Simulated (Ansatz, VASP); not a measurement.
# One calculation of MgB2, two programs

```xyz
3
Lattice="3.1455 0.0000 0.0000 -1.5728 2.7241 0.0000 0.0000 0.0000 3.5921" Properties=species:S:1:pos:R:3 pbc="T T T"
Mg    0.0000    0.0000    0.0000
B     1.5728    0.9080    1.7960
B     0.0000    1.8161    1.7960
```

Alike in both runs: task single point; functional revPBE; k mesh 10 × 10 × 8; occupations fermi-dirac, width 0.05 eV; no spin polarisation.

|  | VASP | Ansatz |
| --- | --- | --- |
| version | VASP 6.6.1 | Ansatz 0.2.0 |
| potentials or method | VASP PAW PBE potentials, release 64 (Mg, B) | Ansatz PAW |
| plane-wave cutoff (eV) | 520 | 420 |
| valence electrons in the cell | 8 | 16 |

```tsv
	VASP	Ansatz	Ansatz less VASP
gap on the k mesh at the Fermi level (eV)	none	none	-
pressure (GPa)	-6.6	-6.3	+0.37
largest component of the traceless stress (GPa)	1.80	1.90	+0.106
```

A gap of «none» marks a metal or a gap that the smearing closes. With one functional, cell and mesh, what is left measures potentials, basis and numerics. The two sets of potentials don't hold the same shells in valence.

Caveats: the PAW data sets were made with another functional, which shifts forces and pressure a little (VASP); the PAW data sets come from PBE, with cores solved anew for the run's functional, which leaves a small shift of forces and pressure (Ansatz).
